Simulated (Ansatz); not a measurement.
Rows from a G0W0 calculation on InAs (F-43m) (Ansatz 0.2.0; G0W0 on PBE (exact-exchange fraction 0.35), plane waves, PAW; PAW set soft_1; 6×6×6 mesh, 229 empty bands, screening to 150 eV, PAW set soft_1 files), in eV. Spin-orbit coupling is left out.

The database entry behind the starting cell differs from later determinations by our own check (about 0.4 % short), so it need not match the best structure at ambient conditions.

| row | Σx | Σc | Vxc | Z |
| --- | --- | --- | --- | --- |
| A | -16.51 | 0.79 | -15.92 | 0.81 |
| B | -7.18 | -3.86 | -10.48 | 0.81 |
| C | -10.55 | -3.45 | -13.55 | 0.82 |

Question: Which rows are filled states and which are empty ones, and how can one tell?

Filled: A. Empty: B and C. The sign of Σc tells: for a filled state bare exchange, which holds its interaction with itself, lies below Vxc (Σx − Vxc is -0.6 eV or lower here) and screening gives part back as a positive Σc. For an empty state Σx lies above Vxc (+3.0 eV or more) and the Coulomb hole leaves Σc negative.

[Runs of the session that timed out or met a known fault of the program may be left out.]

[Cells called generated may have been cut or substituted from an entry of the Crystallography Open Database or the Materials Project.]

[Hosts, paths, dates, database ids (printed as entryN), source tags and the programs' standing remarks are cut or masked in the printed files.]
